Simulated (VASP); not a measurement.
Runs of VASP 6.6.1 on WC (Qusongite). Symmetry: P-6m2, No. 187, hexagonal system. The conventional cell has a = 2.907 Å, b = 2.907 Å, c = 2.837 Å, α = 90.00°, β = 90.00°, γ = 120.00°. Around W (site symmetry -6m2) lie 6 C at 2.20 Å. C (site symmetry -6m2) has 6 W at 2.20 Å as nearest neighbours. 

```tsv
task	level	cell	cutoff (eV)	smearing	gap on the mesh (eV)	pressure (GPa)	relaxed volume (Å³/atom)
relaxation of cell and atoms	optB88-vdW	relaxed	600	fermi-dirac 0.05 eV	none	0.0	(a)
relaxation of cell and atoms	vdW-DF2	relaxed	600	fermi-dirac 0.05 eV	none	0.0	11.15
single point	PBE	as given	520	gaussian 0.013 eV	none	6.7	-
relaxation of cell and atoms	rev-vdW-DF2	relaxed	600	fermi-dirac 0.05 eV	none	0.0	10.47
relaxation of cell and atoms	vdW-DF	relaxed	600	fermi-dirac 0.05 eV	none	0.0	10.84
relaxation of cell and atoms	BEEF-vdW	relaxed	600	fermi-dirac 0.05 eV	none	0.1	10.55
relaxation of cell and atoms	optB86b-vdW	relaxed	600	fermi-dirac 0.05 eV	none	0.1	10.47
relaxation of cell and atoms	vdW-DF-cx	relaxed	600	fermi-dirac 0.05 eV	none	0.0	10.39
relaxation of cell and atoms	optPBE-vdW	relaxed	600	fermi-dirac 0.05 eV	none	0.0	(b)
```

Alike in all rows: potentials or basis VASP PAW PBE potentials, release 64 (W_sv, C); no spin polarisation; k mesh 10 × 10 × 9.

Question: Estimate the missing entries.

Answer: (a) 10.60; (b) 10.66.

Caveats: the PAW data sets were made with another functional, which shifts forces and pressure a little (some runs).

A k mesh can miss the band edges, and the runs leave out spin-orbit coupling on W.

A gap of «none» marks a metal or a gap under the smearing width.
